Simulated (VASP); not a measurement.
# As: molecular dynamics at constant energy

As, R-3m (no. 166), 12 atoms in the cell. PBE, molecular dynamics; PAW potentials As (PBE set).

Ensemble: NVE; Starting temperature (K): 600.

## Input

INCAR:
```
SYSTEM = As
GGA = PE
PREC = Normal
ENCUT = 210
EDIFF = 1E-6
NELMIN = 4
NELM = 60
ALGO = Fast
LREAL = Auto
LASPH = .TRUE.
ISMEAR = -1
SIGMA = 0.05
ISYM = 0
LWAVE = .FALSE.
LCHARG = .FALSE.
IBRION = 0
NSW = 60
POTIM = 3.0
TEBEG = 600
ISIF = 2
RANDOM_SEED = 785473 0 0
MDALGO = 1
ANDERSEN_PROB = 0.0
KPAR = 2
```

KPOINTS:
```
k-points
0
Gamma
  3 2 1
```

POSCAR:
```
As
1.0
    3.7615937974      0.0000000000      0.0000000000
    0.0000000000      6.5152715744      0.0000000000
    0.0000000000      0.0000000000     10.5421859835
As
12
Direct
    0.0000000000      0.0000000000      0.2260000000
    0.5000000000      0.5000000000      0.2260000000
    0.5000000000      0.1666666666      0.1073333333
    0.0000000001      0.6666666666      0.1073333333
    0.5000000000      0.1666666666      0.5593333333
    0.0000000001      0.6666666666      0.5593333333
    0.0000000000      0.3333333333      0.4406666667
    0.4999999999      0.8333333334      0.4406666667
    0.0000000000      0.3333333333      0.8926666667
    0.4999999999      0.8333333334      0.8926666667
    0.0000000000      0.0000000000      0.7740000000
    0.5000000000      0.5000000000      0.7740000000
```

Commands:
```
cat potpaw_PBE.64/As/POTCAR > POTCAR
mpirun -np 2 vasp_std > vasp.out
```

## Result

- Rise of the mean potential energy above the start (meV/atom): 34.6
- Mean temperature (K): 310
- Standard error of the mean temperature (K): 37
- Relative fluctuation of the kinetic energy: 0.380
- Canonical value of that fluctuation: 0.246
- Electronic steps per ionic step after the first: 5.1

Course of the run:

| Time (fs) | Temperature (K) | Potential energy less the first (meV/atom) |
|---|---|---|
| 3 | 601 | 0.0 |
| 18 | 463 | 16.5 |
| 30 | 267 | 39.8 |
| 45 | 179 | 50.2 |
| 57 | 240 | 42.9 |
| 72 | 308 | 34.8 |
| 84 | 277 | 38.5 |
| 99 | 181 | 50.0 |
| 111 | 188 | 49.2 |
| 126 | 364 | 28.2 |
| 138 | 468 | 15.8 |
| 153 | 393 | 24.7 |
| 165 | 267 | 39.8 |
| 180 | 202 | 47.4 |

The mean temperature lies below the starting 600 K, since the atoms start on their sites and part of their kinetic energy turns into potential energy.

REPORT:
```
MDALGO =   1
         ANDERSEN_PROB =  0.00000000
               SCALING =       0
                 CNEXP =     9.000   14.000
           RANDOM_SEED =            785473                0                0

   original number of atomic DOF:         33
   number of independent constraints:      0
   number of active DOF:                  33

========================================
         MD step No.       1
========================================

  Atomic velocities initialized by STEP_tb

  >Energies
                    E_tot             E_pot             E_kin               EPS                ES
   e_b>   -0.55586817E+02   -0.56441678E+02    0.85486126E+00    0.00000000E+00    0.00000000E+00

  >Temperature
               T_sim     T_inst
   tmprt>    600.000    601.224

  >Thermostat, num. of collisions:                0

           RANDOM_SEED =            785473              144                0

[... steps left out ...]

========================================
         MD step No.      60
========================================

  >Energies
                    E_tot             E_pot             E_kin               EPS                ES
   e_b>   -0.55584917E+02   -0.55872636E+02    0.28771876E+00    0.00000000E+00    0.00000000E+00

  >Temperature
               T_sim     T_inst
   tmprt>    600.000    202.353

  >Thermostat, num. of collisions:                0

           RANDOM_SEED =            785473             4392                0
```

OSZICAR:
```
N       E                     dE             d eps       ncg     rms          rms(c)
DAV:   1     0.153718527446E+03    0.15372E+03   -0.14018E+04   296   0.657E+02
DAV:   2    -0.424356921862E+02   -0.19615E+03   -0.19045E+03   374   0.152E+02
DAV:   3    -0.563055323016E+02   -0.13870E+02   -0.13742E+02   376   0.408E+01
DAV:   4    -0.565373255540E+02   -0.23179E+00   -0.22917E+00   376   0.536E+00
DAV:   5    -0.565462552365E+02   -0.89297E-02   -0.89212E-02   382   0.796E-01    0.847E+00
RMM:   6    -0.564763910330E+02    0.69864E-01   -0.34102E-02   296   0.795E-01    0.510E+00
RMM:   7    -0.564398727954E+02    0.36518E-01   -0.89888E-02   296   0.137E+00    0.177E-01
RMM:   8    -0.564413677009E+02   -0.14949E-02   -0.70551E-03   298   0.413E-01    0.496E-02
RMM:   9    -0.564416449469E+02   -0.27725E-03   -0.15274E-03   322   0.159E-01    0.323E-02
RMM:  10    -0.564416656103E+02   -0.20663E-04   -0.19186E-04   320   0.555E-02    0.186E-02
RMM:  11    -0.564416773532E+02   -0.11743E-04   -0.48655E-05   320   0.268E-02    0.379E-03
RMM:  12    -0.564416780559E+02   -0.70276E-06   -0.97569E-06   271   0.117E-02
[... left out ...]
     59 T=   203. E= -.55584890E+02 F= -.55873741E+02 E0= -.55873739E+02  EK= 0.28885E+00 SP= 0.00E+00 SK= 0.00E+00
[... last step whole ...]
       N       E                     dE             d eps       ncg     rms          rms(c)
DAV:   1    -0.558725898441E+02    0.11507E-02   -0.34829E-03   534   0.862E-01    0.485E-03
RMM:   2    -0.558726268224E+02   -0.36978E-04   -0.36898E-04   296   0.591E-02    0.171E-03
RMM:   3    -0.558726342513E+02   -0.74289E-05   -0.65803E-05   309   0.231E-02    0.151E-03
RMM:   4    -0.558726356127E+02   -0.13614E-05   -0.12997E-05   240   0.962E-03    0.130E-03
RMM:   5    -0.558726358335E+02   -0.22077E-06   -0.23096E-06   189   0.419E-03
     60 T=   202. E= -.55584917E+02 F= -.55872636E+02 E0= -.55872634E+02  EK= 0.28772E+00 SP= 0.00E+00 SK= 0.00E+00
```

Limits: 180 fs of 12 atoms are too short for converged averages; the cell is only 3.8 Å across, so each atom moves in step with near copies of itself.

VASP 6.6.1 took 378 s on 2 cores (Intel Xeon Platinum 8259CL @ 2.50GHz (Skylake/Cascade Lake)), a shared host.
